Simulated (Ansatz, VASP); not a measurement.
**Sc in VASP and in Ansatz**

Contents of INCAR:

```
SYSTEM = Sc
ALGO     = Fast           ! electronic algorithm
EDIFF    = 1E-7           ! SCF threshold, eV
ENCUT    = 520            ! plane-wave cutoff, eV
ISIF     = 2              ! what is computed and relaxed
ISMEAR   = 0              ! smearing method
LASPH    = .TRUE.         ! aspherical terms in the spheres
LCHARG   = .FALSE.        ! write CHGCAR
LREAL    = .FALSE.        ! projectors in reciprocal space
LWAVE    = .FALSE.        ! write WAVECAR
NBANDS   = 12             ! bands
NELM     = 80             ! most SCF steps
PREC     = Accurate       ! precision mode
SIGMA    = 0.15           ! smearing width, eV
```

The input KPOINTS:

```
k-points
0
G
  18 18 18
  0 0 0
```

The input POSCAR:

```
Sc
1.0
    0.0000000000      1.9299250000      2.2705000000
    1.9299250000      0.0000000000      2.2705000000
    1.9299250000      1.9299250000      0.0000000000
Sc
1
Direct
    0.0000000000      0.0000000000      0.0000000000
```

Input for Ansatz:

```yaml
crystal:
  lattice:
    - [0.0, 1.929925, 2.2705]
    - [1.929925, 0.0, 2.2705]
    - [1.929925, 1.929925, 0.0]
  atoms:
    - { symbol: Sc, position: [0.0, 0.0, 0.0] }
basis:
  ecutwfc: 420
kpoints:
  mp_grid: { grid: [18, 18, 18] }
hamiltonian:
  xc: lda
scf:
  occupations: { method: gaussian, width: 0.15 }
output:
  forces: true
  stress: true
  eigenvalues: true
```

Change from the starting cell: strain -0.1500 x Voigt [1, 1, 0, 0, 0, 0], atoms carried along.

Alike in both runs: task single point; functional LDA; k mesh 18 × 18 × 18; occupations gaussian, width 0.15 eV; no spin polarisation.

```csv
,VASP,Ansatz
version,VASP 6.6.1,Ansatz 0.2.0
potentials or method,"VASP PAW LDA potentials, release 64 (Sc_sv)","scalar-relativistic, plane waves, PAW"
plane-wave cutoff (eV),520,420
valence electrons in the cell,11,11
```

|  | VASP | Ansatz | Ansatz less VASP |
| --- | --- | --- | --- |
| gap on the k mesh at the Fermi level (eV) | none | none | - |
| pressure (GPa) | 24.9 | 24.6 | -0.32 |
| largest component of the traceless stress (GPa) | 4.10 | 4.04 | -0.064 |

A gap of «none» marks a metal or a gap that the smearing closes.

Caveats: so large a pressure means that the cell lies far from this level's equilibrium, or that cutoff or potentials fall short (VASP).
